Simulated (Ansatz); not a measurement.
Ru under pressure: fit and missing row

Ru, P6_3/mmc, a = 2.689 Å, c = 4.252 Å. Ansatz: PBEsol, PAW, 420 eV, Γ-centred 18×18×10 mesh on 2 atoms, Gaussian smearing 0.10 eV; no spin polarisation. Cell and atoms are relaxed at each pressure, and no other structure is tried, so the rows at high pressure may lie past a change of phase.

| V (Å³/atom) | P (GPa) |
| --- | --- |
| ? | 59.97 |
| 12.384 | 29.99 |
| 12.804 | 15.00 |
| 13.030 | 8.00 |
| 13.206 | 3.00 |
| 13.318 | 0.02 |
| 13.436 | -2.98 |

Question: Take V0 = 13.318 Å³/atom, count pressures from its P0 = 0.02 GPa, fit the third-order Birch–Murnaghan form to the other rows, and predict the missing volume.

Answer: With the Eulerian strain f = ½[(V0/V)^(2/3) − 1] and y = (P − P0)/[3f(1 + 2f)^(5/2)], the form is the line y = B0 + 1.5 B0 (B0′ − 4) f. Rows (f, y): 0.02483, 356.4; 0.01329, 351.9; 0.00734, 349.4; 0.00282, 347.3; -0.00293, 346.3. Means f = 0.009070, y = 350.26; Σ(Δf)² = 0.0004522, ΣΔfΔy = 0.1712; the slope is their ratio. y = 346.8 + 378.5 f GPa, so B0 = 346.8 GPa and B0′ = 4 + 2 × (378.5)/(3 × 346.8) = 4.73. P = 59.97 GPa is met at f = 0.04442 (y = 363.61), so V = V0 (1 + 2f)^(−3/2) = 11.722 Å³/atom. The run gave 11.721 Å³/atom, so the fit is 0.001 Å³/atom too high, a small miss on the scale of the series. The form still works here, 91 % of the fitted range beyond its end.